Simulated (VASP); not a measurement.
Crystal: MnO.

```
Mn O
1.0
     0.00000    2.22391    2.22391
     2.22391    0.00000    2.22391
     2.22391    2.22391    0.00000
Mn O
1 1
Direct
  0.00000 0.00000 0.00000
  0.50000 0.50000 0.50000
```

The cell is a database's computed one.

Base run:

| Item | Value |
| --- | --- |
| Program | VASP 6.6.1 |
| Functional | PBE |
| Potentials or basis | VASP PAW PBE potentials, release 64 (Mn_pv, O) |
| Cutoff | 520 eV |
| k mesh | 10 × 10 × 10 |
| Occupations | fermi-dirac, width 0.05 eV |
| Spin | collinear spin, ferromagnetic start |
| Starting moments | [4.0, 0.0] μB |

Its results: band gap on the k mesh none (metal or under the smearing width); pressure 0.2 GPa; net moment 4.79 μB per cell; site moments Mn +4.35; O +0.20 μB.

Problem. The run is repeated on the same cell with these changes: functional from PBE to PBEsol. What comes out?

Solution. Band gap on the k mesh none (metal or under the smearing width); pressure -6.9 GPa; net moment 4.77 μB per cell; site moments Mn +4.32; O +0.20 μB.

PBEsol binds more tightly than PBE, so the same cell stands under less pressure.

Caveats: a cell with one magnetic atom can't hold antiferromagnetic order, which such compounds often take; semilocal functionals often make such compounds metallic where correlation or magnetic order opens a gap, which also shifts bond lengths; the PAW data sets were made with another functional, which shifts forces and pressure a little (some runs).

Not every run made on this cell is shown here.
